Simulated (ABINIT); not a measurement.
# I (Fmmm) in ABINIT: optical spectrum with LDA

Aim: the optical spectrum of I with LDA.

All numbers are computed with ABINIT 10.8.3 (patched build); they aren't measurements. Logs are shortened: lines on timing, memory, paths and dates and some standing lists are left out, and cuts for length are marked. The log counts tension as positive stress, the text compression.

## Step 1: The crystal as given

Symmetry: Fmmm, No. 69, orthorhombic system. The conventional cell has a = 4.384 Å, b = 4.731 Å, c = 7.820 Å, α = 90.00°, β = 90.00°, γ = 90.00°. I (site symmetry mmm) is surrounded by 4 I at 3.23 Å.

## Step 2: Optical spectrum, LDA

Input file run.abi:

```
# Datasets
ndtset 3

# Pseudopotentials
pp_dirpath "./"
pseudos "I.upf"

# Structure
acell 4.5697828522 4.4824981927 3.2252140458 Angstrom
rprim
     0.0000000000     0.5176614556     0.8555855407
     0.4890677860     0.0000000000     0.8722457800
     0.6797209226     0.7334708361     0.0000000000
ntypat 1
znucl 53
natom 1
typat 1
chkprim 0
chksymtnons 0
tolsym 1.0e-6
xred
            0.0            0.0            0.0

# Plane-wave basis
ecut 26.0

# k points
ngkpt 10 10 10
nshiftk 1
shiftk 0.0 0.0 0.0
istwfk *1

# Exchange and correlation
ixc 7

# Bands and occupations
occopt 3
tsmear 0.05 eV

# SCF cycle
nstep 80

# Output
iomode 3
prteig 0
prtebands 0

# Dataset 1: ground state
nband1 8
tolvrs1 1.0e-12
prtden1 1
prtwf1 0
kptopt1 1

# Dataset 2: empty bands at fixed density
iscf2 -3
getden2 1
nband2 14
nbdbuf2 4
tolwfr2 1.0e-12
nstep2 120
prtden2 0
kptopt2 1

# Dataset 3: wave functions and velocity matrix elements in the full zone
optdriver3 8
wfk_task3 "wfk_optics_fullbz"
getwfk3 2
nband3 10
kptopt3 1
prtevk3 1
inclvkb3 2
```

Input file optic.abi:

```
&FILES
 ddkfile_1 = 'runo_DS3_1_EVK.nc',
 ddkfile_2 = 'runo_DS3_2_EVK.nc',
 ddkfile_3 = 'runo_DS3_3_EVK.nc',
 wfkfile = 'runo_DS3_WFK.nc'
/
&PARAMETERS
 broadening = 0.003675,
 domega = 0.002,
 maxomega = 0.8,
 scissor = 0.000000,
 tolerance = 0.002
/
&COMPUTATIONS
 num_lin_comp = 3,
 lin_comp = 11,22,33,
 num_nonlin_comp = 0
/
```

Potentials or basis: PseudoDojo NC SR LDA v0.4.1 standard.

Started as:

```sh
abinit run.abi > log 2>&1
optic optic.abi > optic.log 2>&1
```

run.abo:

```text
.Version 10.8.3 of ABINIT
 DATASET    1 : space group Fm m m (# 69); Bravais oF (face-center ortho.)
================================================================================
 Values of the parameters that define the memory need for DATASET  1.
     intxc =       0    ionmov =       0      iscf =       7    lmnmax =       6
     lnmax =       6     mgfft =      40  mpssoang =       3    mqgrid =    3001
     natom =       1  nloc_mem =       1    nspden =       1   nspinor =       1
    nsppol =       1      nsym =       8    n1xccc =    2501    ntypat =       1
    occopt =       3   xclevel =       1
       mpw =        1758          nfft =       64000          nkpt =         171
================================================================================
================================================================================
[... 13 lines left out ...]
 DATASET    3 : space group Fm m m (# 69); Bravais oF (face-center ortho.)
================================================================================
 Values of the parameters that define the memory need for DATASET  3.
     intxc =       0    ionmov =       0      iscf =       7    lmnmax =       6
     lnmax =       6     mgfft =      40  mpssoang =       3    mqgrid =    3001
     natom =       1  nloc_mem =       1    nspden =       1   nspinor =       1
    nsppol =       1      nsym =       8    n1xccc =    2501    ntypat =       1
    occopt =       3   xclevel =       1
       mpw =        1758          nfft =       64000          nkpt =         171
================================================================================
================================================================================

--------------------------------------------------------------------------------
------------- Echo of variables that govern the present computation ------------
--------------------------------------------------------------------------------
 -outvars: echo values of preprocessed input variables --------
            acell      8.6356380455E+00  8.4706939441E+00  6.0947712440E+00 Bohr
              amu      1.26904470E+02
          chkprim           0
      chksymtnons           0
             ecut      2.60000000E+01 Hartree
           getden1          0
           getden2          1
           getden3          0
           getwfk1          0
           getwfk2          0
           getwfk3          2
             iscf1          7
             iscf2         -3
             iscf3          7
                       outvar_i_n : Printing only first  50 k-points.
              ixc           7
           jdtset        1    2    3
                       outvar_i_n : Printing only first  50 k-points.
         kptrlatt       10    0    0      0   10    0      0    0   10
          kptrlen      6.09477124E+01
            natom           1
            nband1          8
            nband2         14
            nband3         10
           nbdbuf1          0
           nbdbuf2          4
           nbdbuf3          0
           ndtset           3
            ngfft          40      40      40
             nkpt         171
            nstep1         80
            nstep2        120
            nstep3         80
             nsym           8
           ntypat           1
                       prtocc : prtvol=0, do not print more k-points.
                       prtocc : prtvol=0, do not print more k-points.
                       prtocc : prtvol=0, do not print more k-points.
           occopt           3
        optdriver1          0
        optdriver2          0
        optdriver3          8
           prtden1          1
           prtden2          0
           prtden3          1
        prtebands           0
           prteig           0
           prtevk1          0
           prtevk2          0
           prtevk3          1
            prtwf1          0
            prtwf2          1
            prtwf3          1
            rprim      0.0000000000E+00  5.1766145560E-01  8.5558554070E-01
                       4.8906778600E-01  0.0000000000E+00  8.7224578000E-01
                       6.7972092260E-01  7.3347083610E-01  0.0000000000E+00
          spgroup          69
           tolsym      1.00000000E-06
           tolvrs1     1.00000000E-12
           tolvrs2     0.00000000E+00
           tolvrs3     0.00000000E+00
           tolwfr1     0.00000000E+00
           tolwfr2     1.00000000E-12
           tolwfr3     0.00000000E+00
           tsmear      1.83746611E-03 Hartree
            typat      1
[... 170 lines left out ...]
...

 mkfilename : getden/=0, take file _DEN from output of DATASET   1.

 Exchange-correlation functional for the present dataset will be:
  LDA: Perdew-Wang 92 LSD fit to Ceperley-Alder data - ixc=7
  J.P.Perdew and Y.Wang, PRB 45, 13244 (1992)

 Real(R)+Recip(G) space primitive vectors, cartesian coordinates (Bohr,Bohr^-1):
 R(1)=  0.0000000  4.4703370  7.3885270  G(1)= -0.1206930  0.1118484  0.0676725
 R(2)=  4.1427435  0.0000000  7.3885270  G(2)=  0.1206930 -0.1118484  0.0676725
 R(3)=  4.1427435  4.4703370  0.0000000  G(3)=  0.1206930  0.1118484 -0.0676725
 Unit cell volume ucvol=  2.7366306E+02 bohr^3
 Angles (23,13,12)=  7.05836908E+01  6.76855441E+01  4.17307651E+01 degrees

 getcut: wavevector=  0.0000  0.0000  0.0000  ngfft=  40  40  40
         ecut(hartree)=     26.000   => boxcut(ratio)=   2.01963
--------------------------------------------------------------------------------

================================================================================

--- !BeginCycle
iteration_state: {dtset: 2, }
solver: {iscf: -3, nstep: 120, nline: 4, wfoptalg: 0, }
tolerances: {tolwfr: 1.00E-12, }
...

     iter   Etot(hartree)      deltaE(h)  residm     vres2
 Non-SCF case, kpt    1 (  0.00000  0.00000  0.00000), residuals and eigenvalues=
  2.41E-13  2.02E-13  4.18E-13  4.99E-14  1.62E-13  2.19E-13  6.25E-13  3.64E-13
  1.63E-13  4.12E-13  8.30E-13  1.32E-12  1.00E-12  5.06E-07
 -4.4201E-01  1.4946E-03  9.8968E-02  1.0819E-01  2.2766E-01  3.5196E-01
  3.7190E-01  5.2289E-01  5.2960E-01  5.3389E-01  5.7048E-01  7.3969E-01
  7.3990E-01  8.7756E-01
 prteigrs : prtvol=0 or 1, do not print more k-points.

--- !ResultsGS
iteration_state: {dtset: 2, }
comment   : Summary of ground state results
lattice_vectors:
- [  0.0000000,   4.4703370,   7.3885270, ]
- [  4.1427435,   0.0000000,   7.3885270, ]
- [  4.1427435,   4.4703370,   0.0000000, ]
lattice_lengths: [   8.63564,    8.47069,    6.09477, ]
lattice_angles: [ 70.584,  67.686,  41.731, ] # degrees, (23, 13, 12)
lattice_volume:   2.7366306E+02
convergence: {deltae:  0.000E+00, res2:  0.000E+00, residm:  9.981E-13, diffor:  0.000E+00, }
etotal    :  -1.30105353E+01
entropy   :   0.00000000E+00
fermie    :   7.07241244E-02
cartesian_stress_tensor: null
pressure_GPa: null
xred      :
- [  0.0000E+00,   0.0000E+00,   0.0000E+00,  I]
cartesian_forces: null
force_length_stats: {min: null, max: null, mean: null, }
...

 Integrated electronic density in atomic spheres:
 ------------------------------------------------
 Atom  Sphere_radius  Integrated_density
    1        2.00000          2.81873929
================================================================================

 ----iterations are completed or convergence reached----

 Mean square residual over all n,k,spin=   41.556E-14; max=  99.808E-14
 reduced coordinates (array xred) for    1 atoms
       0.000000000000      0.000000000000      0.000000000000

 cartesian coordinates (angstrom) at end:
    1      0.00000000000000     0.00000000000000     0.00000000000000
 length scales=  8.635638045528  8.470693944080  6.094771243993 bohr
              =  4.569782852200  4.482498192700  3.225214045800 angstroms
 Eigenvalues (hartree) for nkpt= 171  k points:
 kpt#   1, nband= 14, wtk=  0.00100, kpt=  0.0000  0.0000  0.0000 (reduced coord)
  -0.44201    0.00149    0.09897    0.10819    0.22766    0.35196    0.37190    0.52289
   0.52960    0.53389    0.57048    0.73969    0.73990    0.87756
      occupation numbers for kpt#   1
   2.00000    2.00000    0.00000    0.00000    0.00000    0.00000    0.00000    0.00000
   0.00000    0.00000    0.00000    0.00000    0.00000    0.00000
 prteigrs : prtvol=0 or 1, do not print more k-points.

--- !EnergyTerms
iteration_state     : {dtset: 2, }
comment             : Components of total free energy in Hartree
kinetic             :  3.12494276103992E+00
hartree             :  1.18084610883163E+00
xc                  : -3.94267338544299E+00
Ewald energy        : -1.06015314276184E+01
psp_core            :  4.39624567449823E-01
local_psp           : -5.21879521865964E+00
non_local_psp       :  2.00725820952718E+00
internal            : -1.30103283848724E+01
'-kT*entropy'       : -2.06943437038468E-04
total_energy        : -1.30105353283095E+01
...

--- !EnergyTermsDC
iteration_state     : {dtset: 2, }
comment             : '"Double-counting" decomposition of free energy'
band_energy         : -8.88892907896375E-01
Ewald energy        : -1.06015314276184E+01
psp_core            :  4.39624567449823E-01
xc_dc               : -1.95952861732871E+00
internal            : -1.30103283853936E+01
'-kT*entropy'       : -2.06943437038468E-04
total_energy_dc     : -1.30105353288307E+01
...

================================================================================
== DATASET  3 ==================================================================

--- !DatasetInfo
iteration_state: {dtset: 3, }
dimensions: {natom: 1, nkpt: 171, mband: 10, nsppol: 1, nspinor: 1, nspden: 1, mpw: 1758, }
cutoff_energies: {ecut:  26.0, pawecutdg:  -1.0, }
electrons: {nelect:   7.00000000E+00, charge:   0.00000000E+00, occopt:   3.00000000E+00, tsmear:   1.83746611E-03, }
meta: {optdriver: 8, wfk_task: 7, }
...

 mkfilename : getwfk/=0, take file _WFK from output of DATASET   2.

 Exchange-correlation functional for the present dataset will be:
  LDA: Perdew-Wang 92 LSD fit to Ceperley-Alder data - ixc=7
  J.P.Perdew and Y.Wang, PRB 45, 13244 (1992)

--------------------------------------------------------------------------------

 Computation of velocity matrix elements (DDK)

 Parameters extracted from the Abinit header:
    ecut:     26.0
    nkpt:    1000
    mband:   14
    nsppol:  1
    nspinor: 1
    useylm:  0
    inclvkb: 2
    bmin: 1, bmax: 14
    Computing diagonal and off-diagonal matrix elements
    Between band index bmin: 1, bmax: 14

== END DATASET(S) ==============================================================
================================================================================

 -outvars: echo values of variables after computation  --------
            acell      8.6356380455E+00  8.4706939441E+00  6.0947712440E+00 Bohr
           etotal1    -1.3010535329E+01
           etotal2    -1.3010535329E+01
           etotal3     0.0000000000E+00
            fcart1    -0.0000000000E+00 -0.0000000000E+00 -0.0000000000E+00
            fcart3     0.0000000000E+00  0.0000000000E+00  0.0000000000E+00
            rprim      0.0000000000E+00  5.1766145560E-01  8.5558554070E-01
                       4.8906778600E-01  0.0000000000E+00  8.7224578000E-01
                       6.7972092260E-01  7.3347083610E-01  0.0000000000E+00
           strten1     1.0209956132E-04  1.1424878007E-04  5.3244599519E-05
                      -7.4072742477E-14  2.5703476424E-15  1.2785878532E-13
           strten3     0.0000000000E+00  0.0000000000E+00  0.0000000000E+00
                       0.0000000000E+00  0.0000000000E+00  0.0000000000E+00
 Calculation completed.
```

It took 98 s on 1 thread of Intel Xeon 6975P-C (Granite Rapids), shared host; peak memory 0.47 GiB.

Results:

| Property | Result |
| --- | --- |
| Free energy | -354.0347 eV |
| Pressure | -2.6 GPa |
| Band gap on the k mesh | none (metal or under the smearing width) |

Dielectric function (mean over the directions given):
```
energy (eV)  real part  imaginary part
       0.33    -118.00          152.92
       0.76     -25.29            8.53
       1.31      -6.75            1.69
       1.74      -2.14            0.80
       2.29       0.07            0.49
       2.83       1.28            0.28
       3.27       1.92            0.18
       3.81       2.57            0.14
       4.25       3.03            0.14
       4.79       3.65            0.18
       5.33       4.25            0.26
       5.77       5.21            0.42
       6.31       7.94            2.04
       6.75       6.57            5.62
       7.29       2.43            7.27
       7.84       1.17            5.92
       8.27       0.54            4.09
       8.82       0.03            4.48
       9.36      -0.47            2.45
       9.80       0.72            2.99
      10.34      -0.90            3.46
      10.78      -1.03            2.91
      11.32      -1.09            1.74
      11.86      -0.48            1.35
      12.30      -0.12            1.26
      12.84      -0.05            1.48
      13.28      -0.12            1.86
      13.82      -0.61            1.55
      14.37      -0.66            1.31
      14.80      -0.69            0.87
      15.35      -0.38            0.62
      15.89      -0.12            0.55
      16.33      -0.10            0.59
      16.87      -0.10            0.46
      17.31       0.07            0.35
      17.85       0.12            0.38
      18.39       0.11            0.38
      18.83       0.16            0.37
      19.38       0.14            0.30
      19.92       0.19            0.27
```

Caveat: the intraband (Drude) term is left out; spectra need much finer meshes, so this one isn't converged; independent-particle spectra lack excitons; an odd number of electrons without spin polarisation forces a metal; a magnetic or distorted state may lie lower. Spin-orbit coupling is left out, which matters for the levels of I.
